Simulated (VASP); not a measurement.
Au: single point with PBE

Sheet: Au, a sheet with vacuum.

```
Au
1.0
     4.75131    0.00000    0.00000
    -2.37565    4.11476    0.00000
     0.00000    0.00000   24.64238
Au
3
Direct
  0.33333 0.66667 0.30437
  0.66667 0.33333 0.30433
  0.00000 0.00000 0.30435
```

The cell was built by a generator and needn't be a form met in nature.

```yaml
Program: VASP 6.6.1
Task: single point
Functional: PBE
Potentials_or_basis: VASP PAW PBE potentials, release 64 (Au)
Cutoff: 520 eV
k_mesh: 12 × 12 × 1
Occupations: gaussian, width 0.1 eV
Spin: no spin polarisation
```

```json
{"Band gap on the k mesh": "none (metal or under the smearing width)"}
```

Levels at points of the mesh, in eV from the Fermi level:
```
           k point  band 14  band 15  band 16  band 17  band 18  band 19
(0.00, 0.00, 0.00)    -2.21    -1.63    -1.63     1.18     5.04     5.05
(0.50, 0.00, 0.00)    -2.16    -1.43    -1.43    -0.68     1.94     4.56
```

It took 2.7 min on 1 thread of AMD EPYC 9R45 (Zen 5), on a shared host, peak memory 0.6 GiB.

The run has no spin-orbit coupling, so splittings on Au are missing.
